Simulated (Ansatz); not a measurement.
# TiO2 (C2/c) in Ansatz: a series of runs

One crystal, TiO2, is run at these levels: PBE, PBE+U; tasks: band structure.

All numbers are computed with Ansatz 0.2.0; they aren't measurements. Logs are shortened: lines on timing, memory, paths and dates and some standing lists are left out, and cuts for length are marked.

### 1 The crystal as given

The structure is monoclinic, space group C2/c (No. 15). Conventional cell: a = 5.412 Å, b = 5.413 Å, c = 5.472 Å, α = 90.00°, β = 118.77°, γ = 90.00°. Ti (site symmetry 2) is surrounded by 6 O at 1.93 to 2.00 Å. Around O (site symmetry 1) lie 3 Ti at 1.93 to 2.00 Å.

The cell is a database's computed one.

### 2 Band structure, PBE

File input.yaml:

```yaml
crystal:
  lattice:
    - [2.706034, -2.706655, 0.0]
    - [2.706034, 2.706655, 0.0]
    - [-2.633531, 0.0, 4.796637]
  atoms:
    - { symbol: Ti, position: [0.86589, 0.13411, 0.75] }
    - { symbol: Ti, position: [0.13411, 0.86589, 0.25] }
    - { symbol: O, position: [0.088755, 0.331221, 0.167149] }
    - { symbol: O, position: [0.911245, 0.668779, 0.832851] }
    - { symbol: O, position: [0.668779, 0.911245, 0.332851] }
    - { symbol: O, position: [0.331221, 0.088755, 0.667149] }
hamiltonian:
  xc: pbe
  pseudopotentials: { kind: paw }
kpoints:
  mp_grid: { grid: [8, 8, 6] }
  band_path:
    path:
      - [[0.0, 0.0, 0.0], [-0.4612513445, -0.4612513445, 0.0808612034], [-0.5021272409, -0.5021272409, 0.252610114], [-0.5, -0.5, 0.5], [-0.5794315881, -0.4205684119, 0.5]]
      - [[-0.4205684119, 0.4205684119, 0.5], [0.0, 0.0, 0.5], [-0.4203754482, -0.4203754482, 0.9091122929], [-0.4978727591, -0.4978727591, 0.747389886]]
      - [[-0.5796245518, 0.4203754482, 0.0908877071], [-0.5387486555, 0.4612513445, -0.0808612034], [-0.5, 0.5, 0.0], [0.0, 0.0, 0.0], [-0.5, 0.0, 0.0]]
      - [[-0.5, 0.0, 0.5], [0.0, 0.0, 0.0]]
    npoints: 14
scf:
  occupations: { method: fermi_dirac, width: 0.05 }
  n_extra_bands: 15
output:
  forces: true
  stress: true
  eigenvalues: true
  fatbands: true
  write_density: true
  write_potential: true
  elf: true
  volumetric_format: npy
```

Potentials or basis: Ansatz PAW.

Command:

```console
$ ansatz run input.yaml --threads 2 --pin off --max-ram 5632MiB --backend cpu --events-out ev --progress --plain --runs-dir out
```

Output:

```text
Warning: RAYON_NUM_THREADS=2 ignored (pool sized by the plan → 2); use --threads N
scf.n_extra_bands = 15 over 24 filled bands (N_el = 48.0): the run solves 39 bands
Engine: ansatz 0.2.0, aarch64-unknown-linux-gnu
Pseudopotentials: kind: paw
Pseudopotential: Ti, paw, valence charge 12, recommended cutoff 420 eV (normal), Ti.paw.azcp
Pseudopotential: O, paw, valence charge 6, recommended cutoff 420 eV (normal), O.paw.azcp
Functional definition: PBE
  parameter kappa = 0.804
  parameter beta = 0.06672455060314922
  exchange = pbe_x(kappa = kappa, mu = beta*pi^2/3)
  correlation = pbe_c(beta = beta)
Crystal: 6 atoms, lattice volume = 70.264 Å³
Basis set: ecut = 420 eV, 1363 PW (Γ), exchange–correlation on 54×54×80 points (8 copies of the dense FFT grid, shifted against one another)
Bands: 39, of which v1, the nominal top of the filled ones, is band 24 counted from 1 (23 counted from 0)
Symmetry: 4 space group operations
Space group: C2/c (ITA 15), of the structure as read, at distance tolerance 4.1e-5 Å
k-points: 114 of 384
Non-local potential: Ti, projectors of the file, l = 0: 3, l = 1: 2, l = 2: 3, l = 3: 1
Non-local potential: O, projectors of the file, l = 0: 2, l = 1: 2, l = 2: 1
PAW form: soft (Blöchl's): semilocal exchange-correlation on the pseudo side does not see the compensation charge
PAW one-centre angular grid: Ti, 590 points (default); XC on 64 Gauss nodes
PAW one-centre angular grid: O, 110 points (default); XC on 64 Gauss nodes
Initial density: superposition of atomic densities (neutral atoms: chi_scale 0, normalization atom), corrected by the library's trained network
Initial wavefunctions: pseudopotential atomic-orbital guess
Functional: x = pbe(κ = 0.804, μ = 0.2195149727645171), c = pbe(β = 0.06672455060314922)
SCF iter   1: F=—  HF=-7277.485563 eV  |F-HF|=—  |Δ(HF+E_count)|=         —  Δρ=3.10e-3  dr2=2.03e-3  ethr=1.77e-3  ⟨swp⟩=5.9  Hψ=18537  notcnv=0  defer=235
preconditioner: auto → Resta (q_TF=auto, 2.560 Å⁻¹)  ε∞=4.6  [insulator: Δε(μ)=2.079 eV  Ē_g=13.236 eV  σ=0.050 eV  W_gap=1.00  n_scr=18 (ndim 8)  ℏωp=25.1 eV  f_vac=0.106  D(μ)=0.00/eV (n_scr^D=0)  ε∞_Penn≈4.6]
SCF iter   2: F=—  HF=-7277.486763 eV  |F-HF|=—  |Δ(HF+E_count)|=   1.20e-3  Δρ=1.66e-3  dr2=6.12e-4  ethr=4.23e-6  ⟨swp⟩=2.6  Hψ=6862  notcnv=0  defer=464
SCF iter   3: F=—  HF=-7277.487295 eV  |F-HF|=—  |Δ(HF+E_count)|=   5.32e-4  Δρ=8.42e-4  dr2=3.15e-4  ethr=1.27e-6  ⟨swp⟩=2.0  Hψ=5218  notcnv=0  defer=464
SCF iter   4: F=—  HF=-7277.487393 eV  |F-HF|=—  |Δ(HF+E_count)|=   9.85e-5  Δρ=1.27e-4  dr2=7.78e-6  ethr=6.56e-7  ⟨swp⟩=2.1  Hψ=4806  notcnv=0  defer=464
SCF iter   5: F=—  HF=-7277.487362 eV  |F-HF|=—  |Δ(HF+E_count)|=   3.14e-5  Δρ=3.89e-5  dr2=7.25e-7  ethr=1.62e-8  ⟨swp⟩=2.1  Hψ=5498  notcnv=0  defer=464
SCF iter   6: F=-7277.487363 eV  HF=-7277.487363 eV  |F-HF|=1.19e-7  |Δ(HF+E_count)|=   6.07e-7  Δρ=9.96e-6  dr2=4.81e-8  ethr=2.08e-10  ⟨swp⟩=14.0  Hψ=29648  notcnv=0
SCF 1 converged in 6 iterations: F = -7277.487363 eV  dr2 = 4.81e-8
NSCF: frozen V_eff on 172 k-points
SCF converged after 6 iterations
Free energy (F): -7277.487363 eV
Harris-Foulkes:  -7277.487363 eV  (|F-HF|=1.19e-7)
Internal energy: -7277.487363 eV  (E = F + TS)
E sigma→0 (E₀):  -7277.487363 eV
Fermi energy:    8.009657 eV
--- Per-component energies (eV) ---
  E_band       = -474.228902
  E_kinetic    = 1243.573595
  E_local      = -3611.699908  (includes V_loc(G=0)·N_el)
  E_nonlocal   = 196.292677
  E_hartree    = 1397.737928
  E_xc         = -491.808639
  E_vxc        = -622.724121  (∫ρ·V_xc dr)
  E_paw        = -2721.519512  (= ΣΔE_a)
  E_vpaw       = -475.158728  (= ΣTr[D̂ρ^β])
  E_aug_tail   = 0.010158  (compensation charges beyond the density's cutoff)
  E_ewald      = -3290.073663
  E_smearing   = -0.000000  (= −TS)
  E_closure    = 0.000000  (closes the sum)
  Σ components = -7277.487363   (vs F -7277.487363, Δ=0.00e0)
--- Forces (eV/Å), atoms counted from 1 ---
  atom   1  Ti     0.00000000    -0.05085619     0.00000000
  atom   2  Ti     0.00000000     0.05085619     0.00000000
  atom   3  O      0.00949439     0.03527504    -0.12280565
  atom   4  O     -0.00949439    -0.03527504     0.12280565
  atom   5  O     -0.00949439     0.03527504     0.12280565
  atom   6  O      0.00949439    -0.03527504    -0.12280565
  max |Σ_I F_I| component: 5.55e-17 eV/Å
--- Stress (GPa, compression-positive) ---
       -1.834113       0.000000      -0.274610
        0.000000      -1.868858       0.000000
       -0.274613       0.000000      -1.283442
  P = ⅓ Tr σ = -1.6621 GPa (-16.621 kbar)
--- Band table (eV; the first three rows and the last of 114) ---
  k-point 0: bands = ["-49.5259", "-49.4725", "-25.9601", "-25.7462", "-25.7458", "-25.6846", "-25.6823", "-25.6049", "-10.6054", "-9.6203", "-9.5037", "-9.1724", "3.1140", "3.2049", "3.2187", "3.5944", "4.9065", "4.9254", "4.9633", "6.1270", "6.1584", "6.1990", "6.4776", "6.4830", "8.9886", "9.6976", "10.7318", "10.7415", "10.7815", "10.7929", "11.7297", "11.9995", "12.0035", "13.0355", "14.3043", "19.0018", "20.2859", "22.9507", "22.9520"]
  k-point 1: bands = ["-49.5223", "-49.4761", "-25.9371", "-25.7524", "-25.7523", "-25.6786", "-25.6761", "-25.6287", "-10.5304", "-9.6309", "-9.5411", "-9.2102", "3.1800", "3.2256", "3.2515", "3.4687", "4.9269", "4.9361", "5.1756", "5.9638", "5.9898", "6.0227", "6.6085", "6.6118", "9.0330", "9.6467", "10.6368", "10.6496", "10.8817", "10.8887", "11.6450", "11.9362", "12.0629", "13.1419", "14.4584", "18.3606", "21.1400", "23.0617", "23.0639"]
  k-point 2: bands = ["-49.5126", "-49.4859", "-25.8740", "-25.7629", "-25.7624", "-25.6984", "-25.6658", "-25.6643", "-10.3269", "-9.7893", "-9.5125", "-9.3060", "3.2569", "3.2691", "3.3429", "3.3469", "4.9529", "4.9602", "5.4864", "5.7072", "5.7699", "5.7790", "6.7434", "6.7450", "9.1564", "9.5104", "10.5714", "10.5804", "10.9627", "10.9668", "11.5629", "11.8080", "12.2158", "12.9326", "15.2503", "17.4337", "22.3856", "22.6772", "23.3142"]
  k-point 113: bands = ["-49.4958", "-49.4958", "-25.9211", "-25.9211", "-25.7863", "-25.7863", "-25.6375", "-25.6375", "-9.3146", "-9.3146", "-9.0081", "-9.0081", "2.5894", "2.5894", "2.8128", "2.8128", "3.2668", "3.2668", "4.3563", "4.3563", "4.9190", "4.9190", "6.8931", "6.8931", "10.1658", "10.1658", "10.6150", "10.6150", "11.6268", "11.6268", "13.2231", "13.2231", "14.1374", "14.1374", "18.8064", "18.8064", "19.3929", "19.3929", "22.7366"]
```

bands.tsv:

```text
[... 198 lines left out ...]
7.499221	-57.535515	-57.482184	-33.969725	-33.755895	-33.755456	-33.694264	-33.692001	-33.614574	-18.615019	-17.629948	-17.513338	-17.182015	-4.895608	-4.804719	-4.790931	-4.415300	-3.103134	-3.084213	-3.046316	-1.882673	-1.851272	-1.810654	-1.532094	-1.526674	0.978893	1.687963	2.722112	2.731843	2.771866	2.783291	3.720059	3.989833	3.993847	5.025823	6.294617	10.992096	12.276219	14.941042	14.942346
```

Run time: 17 s. Hardware: 2 threads of Arm Neoverse V1, shared host; peak memory 0.54 GiB.

What came out:

* Free energy: -7277.4874 eV
* Pressure: -1.7 GPa
* Largest force: 0.128 eV/Å
* Band gap on the k mesh: 2.07 eV, indirect (least direct gap 2.41 eV)
* Band gap along the path: 2.04 eV, indirect (least direct gap 2.51 eV)

Forces in eV/Å, atoms in the order of the input:
```
Ti   0.000 -0.051  0.000
Ti   0.000  0.051  0.000
O    0.009  0.035 -0.123
O   -0.009 -0.035  0.123
O   -0.009  0.035  0.123
O    0.009 -0.035 -0.123
```

Levels at the corners of the path, in eV from the valence-band top:
| point | band 22 | band 23 | band 24 | band 25 | band 26 | band 27 |
| --- | --- | --- | --- | --- | --- | --- |
| Γ | -0.75 | -0.47 | -0.47 | 2.04 | 2.75 | 3.78 |
| Y | -1.55 | -0.18 | -0.09 | 3.22 | 3.30 | 3.42 |
| F | -1.53 | -0.28 | -0.17 | 3.30 | 3.44 | 3.46 |
| L | -2.03 | -0.06 | -0.06 | 3.21 | 3.21 | 3.66 |
| I | -1.88 | -0.10 | -0.10 | 3.18 | 3.18 | 3.61 |
| I1 | -1.88 | -0.10 | -0.10 | 3.18 | 3.18 | 3.61 |
| Z | -1.27 | -0.16 | -0.16 | 2.38 | 2.38 | 3.61 |
| H | -1.76 | -0.09 | -0.09 | 3.16 | 3.20 | 3.44 |
| F1 | -1.53 | -0.28 | -0.17 | 3.30 | 3.44 | 3.46 |
| H1 | -1.76 | -0.09 | -0.09 | 3.16 | 3.20 | 3.44 |
| Y1 | -1.55 | -0.18 | -0.09 | 3.22 | 3.30 | 3.42 |
| X | -1.88 | -0.05 | -0.04 | 3.19 | 3.23 | 3.49 |
| Γ | -0.75 | -0.47 | -0.47 | 2.04 | 2.75 | 3.78 |
| N | -0.93 | -0.90 | -0.65 | 3.17 | 3.33 | 3.35 |
| M | -0.92 | -0.90 | -0.65 | 3.03 | 3.43 | 3.45 |
| Γ | -0.75 | -0.47 | -0.47 | 2.04 | 2.75 | 3.78 |

Caveat: the pressure holds a Pulay correction of +0.7 GPa for the finite cutoff.

### 3 Band structure, PBE+U

Changes to input.yaml since step 2:

```diff
@@ -15,2 +15,3 @@
   pseudopotentials: { kind: paw }
+  hubbard: { sites: [{ species: Ti, l: d, u_eff: 1.0 }] }
 kpoints:
@@ -31,3 +32,3 @@
   eigenvalues: true
-  fatbands: true
+  fatbands: false
   write_density: true
```

Potentials or basis: Ansatz PAW.

Command:

```console
$ ansatz run input.yaml --threads 2 --pin off --max-ram 5632MiB --backend cpu --events-out ev --progress --plain --runs-dir out
```

Output:

```text
Warning: RAYON_NUM_THREADS=2 ignored (pool sized by the plan → 2); use --threads N
Ti: projections on atomic orbitals take those of the free atom [Ne] 3s2 3p6 3d2 4s2, of charge +0.00 (hamiltonian.pseudopotentials.projection_atoms); the dataset's partial waves leave at most 4.1e-7 of an orbital's norm unspanned inside its sphere
O: projections on atomic orbitals take those of the free atom [He] 2s2 2p4, of charge +0.00 (hamiltonian.pseudopotentials.projection_atoms); the dataset's partial waves leave at most 1.9e-8 of an orbital's norm unspanned inside its sphere
scf.n_extra_bands = 15 over 24 filled bands (N_el = 48.0): the run solves 39 bands
[... 9 set-up lines as earlier in the session ...]
Crystal: 6 atoms, lattice volume = 70.264 Å³
[... 51 lines left out ...]
  atom   2  Ti     0.00000000     0.07140617     0.00000000
  atom   3  O      0.00043970     0.02788858    -0.13424030
  atom   4  O     -0.00043970    -0.02788858     0.13424030
  atom   5  O     -0.00043970     0.02788858     0.13424030
  atom   6  O      0.00043970    -0.02788858    -0.13424030
  max |Σ_I F_I| component: 2.78e-17 eV/Å
--- Stress (GPa, compression-positive) ---
       -1.075536       0.000000      -0.195043
        0.000000      -1.117774       0.000000
       -0.195043       0.000000      -0.662794
  P = ⅓ Tr σ = -0.9520 GPa (-9.520 kbar)
--- Band table (eV; the first three rows and the last of 114) ---
  k-point 0: bands = ["-49.7087", "-49.6556", "-26.1271", "-25.9166", "-25.9160", "-25.8559", "-25.8534", "-25.7779", "-10.5528", "-9.5302", "-9.4274", "-9.0859", "3.1926", "3.2872", "3.2985", "3.6411", "4.9699", "4.9999", "5.0212", "6.1998", "6.2313", "6.2630", "6.5515", "6.5563", "9.1756", "9.8717", "10.8753", "10.8848", "10.9387", "10.9497", "11.7615", "12.0234", "12.0298", "13.0634", "14.3357", "19.0353", "20.3261", "22.9732", "22.9746"]
  k-point 1: bands = ["-49.7052", "-49.6592", "-26.1046", "-25.9227", "-25.9225", "-25.8501", "-25.8472", "-25.8012", "-10.4772", "-9.5525", "-9.4554", "-9.1231", "3.2593", "3.3060", "3.3278", "3.5182", "5.0032", "5.0131", "5.2236", "6.0343", "6.0616", "6.0861", "6.6802", "6.6832", "9.2193", "9.8218", "10.7954", "10.8079", "11.0271", "11.0339", "11.6744", "11.9650", "12.0881", "13.1730", "14.4893", "18.3931", "21.1784", "23.0820", "23.0847"]
  k-point 2: bands = ["-49.6956", "-49.6689", "-26.0426", "-25.9330", "-25.9326", "-25.8703", "-25.8373", "-25.8355", "-10.2714", "-9.7240", "-9.4195", "-9.2171", "3.3342", "3.3461", "3.3985", "3.4178", "5.0368", "5.0444", "5.5365", "5.7671", "5.8363", "5.8432", "6.8127", "6.8142", "9.3406", "9.6881", "10.7401", "10.7490", "11.1042", "11.1085", "11.5929", "11.8363", "12.2459", "12.9660", "15.2811", "17.4637", "22.4163", "22.6708", "23.3335"]
  k-point 113: bands = ["-49.6786", "-49.6786", "-26.0876", "-26.0876", "-25.9544", "-25.9544", "-25.8098", "-25.8098", "-9.2475", "-9.2475", "-8.9501", "-8.9501", "2.6635", "2.6635", "2.8878", "2.8878", "3.3575", "3.3575", "4.4349", "4.4349", "5.0050", "5.0050", "6.9705", "6.9705", "10.3286", "10.3286", "10.7630", "10.7630", "11.7197", "11.7197", "13.2626", "13.2626", "14.1756", "14.1756", "18.8155", "18.8155", "19.4308", "19.4308", "22.7628"]
Occupation matrices written to <dir>
```

Wall time 17 s (2 threads of Arm Neoverse V1, shared host); peak memory 0.79 GiB.

Results:

```
Free energy             : -7275.7834 eV
Pressure                : -1.0 GPa
Largest force           : 0.137 eV/Å
Band gap on the k mesh  : 2.18 eV, indirect (least direct gap 2.53 eV)
Band gap along the path : 2.15 eV, indirect (least direct gap 2.62 eV)
```

Forces on the atoms (eV/Å):
```
Ti   0.000 -0.071  0.000
Ti   0.000  0.071  0.000
O    0.000  0.028 -0.134
O    0.000 -0.028  0.134
O    0.000  0.028  0.134
O    0.000 -0.028 -0.134
```

Stress tensor (GPa, compression positive):
```
-1.08  0.00 -0.20
 0.00 -1.12  0.00
-0.20  0.00 -0.66
```

Levels at the corners of the path, in eV from the valence-band top:
```csv
point,band 21,band 22,band 23,band 24,band 25,band 26,band 27,band 28
Γ,-0.80,-0.77,-0.48,-0.47,2.15,2.84,3.85,3.86
Y,-2.01,-1.55,-0.17,-0.09,3.31,3.38,3.50,3.83
F,-1.65,-1.53,-0.28,-0.17,3.38,3.52,3.54,3.65
L,-2.02,-2.02,-0.06,-0.06,3.30,3.30,3.73,3.73
I,-1.87,-1.87,-0.10,-0.10,3.27,3.27,3.68,3.68
I1,-1.87,-1.87,-0.10,-0.10,3.27,3.27,3.68,3.68
Z,-1.29,-1.29,-0.17,-0.17,2.48,2.48,3.70,3.70
H,-1.98,-1.76,-0.09,-0.09,3.25,3.28,3.52,3.83
F1,-1.65,-1.53,-0.28,-0.17,3.38,3.52,3.54,3.65
H1,-1.98,-1.76,-0.09,-0.09,3.25,3.28,3.52,3.83
Y1,-2.01,-1.55,-0.17,-0.09,3.31,3.38,3.50,3.83
X,-2.17,-1.88,-0.05,-0.04,3.28,3.31,3.56,3.89
Γ,-0.80,-0.77,-0.48,-0.47,2.15,2.84,3.85,3.86
N,-1.86,-0.93,-0.92,-0.67,3.27,3.41,3.41,3.66
M,-1.88,-0.92,-0.92,-0.67,3.13,3.50,3.52,3.53
Γ,-0.80,-0.77,-0.48,-0.47,2.15,2.84,3.85,3.86
```

Eigenvalues of the final occupation matrices:
```
  site  spin  trace               eigenvalues
site 1     1   1.11  0.17 0.17 0.19 0.29 0.29
site 2     1   1.11  0.17 0.17 0.19 0.29 0.29
```

Caveat: the pressure holds a Pulay correction of +0.7 GPa for the finite cutoff.

### 4 Band structure, PBE+U

Changes to input.yaml since step 3:

```diff
@@ -15,3 +15,3 @@
   pseudopotentials: { kind: paw }
-  hubbard: { sites: [{ species: Ti, l: d, u_eff: 1.0 }] }
+  hubbard: { sites: [{ species: Ti, l: d, u_eff: 2.0 }] }
 kpoints:
```

Command:

```console
$ ansatz run input.yaml --threads 2 --pin off --max-ram 5632MiB --backend cpu --events-out ev --progress --plain --runs-dir out
```

Wall time 17 s (2 threads of Arm Neoverse V1, shared host); peak memory 0.77 GiB.

The run converged. Its results:

```
Free energy             : -7274.1051 eV
Pressure                : -0.2 GPa
Largest force           : 0.147 eV/Å
Band gap on the k mesh  : 2.30 eV, indirect (least direct gap 2.65 eV)
Band gap along the path : 2.26 eV, indirect (least direct gap 2.74 eV)
```

Forces on the atoms (eV/Å):
```
Ti   0.000 -0.093  0.000
Ti   0.000  0.093  0.000
O   -0.009  0.020 -0.145
O    0.009 -0.020  0.145
O    0.009  0.020  0.145
O   -0.009 -0.020 -0.145
```

Stress tensor (GPa, compression positive):
```
-0.28  0.00 -0.11
 0.00 -0.33  0.00
-0.11  0.00 -0.01
```

Levels at the corners of the path, in eV from the valence-band top:
| point | band 22 | band 23 | band 24 | band 25 | band 26 | band 27 |
| --- | --- | --- | --- | --- | --- | --- |
| Γ | -0.78 | -0.48 | -0.48 | 2.26 | 2.95 | 3.92 |
| Y | -1.55 | -0.17 | -0.09 | 3.40 | 3.47 | 3.58 |
| F | -1.54 | -0.27 | -0.16 | 3.47 | 3.60 | 3.62 |
| L | -2.02 | -0.06 | -0.06 | 3.39 | 3.39 | 3.81 |
| I | -1.87 | -0.10 | -0.10 | 3.36 | 3.36 | 3.76 |
| I1 | -1.87 | -0.10 | -0.10 | 3.36 | 3.36 | 3.76 |
| Z | -1.30 | -0.18 | -0.18 | 2.59 | 2.59 | 3.81 |
| H | -1.76 | -0.09 | -0.09 | 3.34 | 3.37 | 3.61 |
| F1 | -1.54 | -0.27 | -0.16 | 3.47 | 3.60 | 3.62 |
| H1 | -1.76 | -0.09 | -0.09 | 3.34 | 3.37 | 3.61 |
| Y1 | -1.55 | -0.17 | -0.09 | 3.40 | 3.47 | 3.58 |
| X | -1.87 | -0.05 | -0.04 | 3.38 | 3.40 | 3.65 |
| Γ | -0.78 | -0.48 | -0.48 | 2.26 | 2.95 | 3.92 |
| N | -0.95 | -0.94 | -0.68 | 3.37 | 3.48 | 3.49 |
| M | -0.95 | -0.92 | -0.68 | 3.24 | 3.58 | 3.60 |
| Γ | -0.78 | -0.48 | -0.48 | 2.26 | 2.95 | 3.92 |

Eigenvalues of the final occupation matrices:
```csv
site,spin,trace,eigenvalues
site 1,1,1.09,0.16 0.16 0.18 0.29 0.29
site 2,1,1.09,0.16 0.16 0.18 0.29 0.29
```

Caveat: the pressure holds a Pulay correction of +0.7 GPa for the finite cutoff.

### 5 Summary

```tsv
level	U	hubbard projectors	double counting	gap on the mesh (eV)	pressure (GPa)	largest force (eV/Å)
PBE	-	-	-	2.07	-1.7	0.13
PBE+U	Ti d U = 1 eV	ortho-atomic (the default)	fll (the default)	2.18	-1.0	0.14
PBE+U	Ti d U = 2 eV	ortho-atomic (the default)	fll (the default)	2.30	-0.2	0.15
```

Alike in all rows: task band structure; potentials or basis Ansatz PAW; no spin polarisation; cell as given; k mesh 8 × 8 × 6; cutoff (eV) 420; smearing fermi-dirac 0.05 eV.

On the cell as given the gap runs from 2.04 eV (PBE) to 2.26 eV (PBE+U). The pressure there spans -1.7 GPa (PBE) to -0.2 GPa (PBE+U); a positive pressure means that this level wants a larger cell, a negative one a smaller.

Total energies depend on the potentials used, so only differences within one code and one set of settings carry meaning.
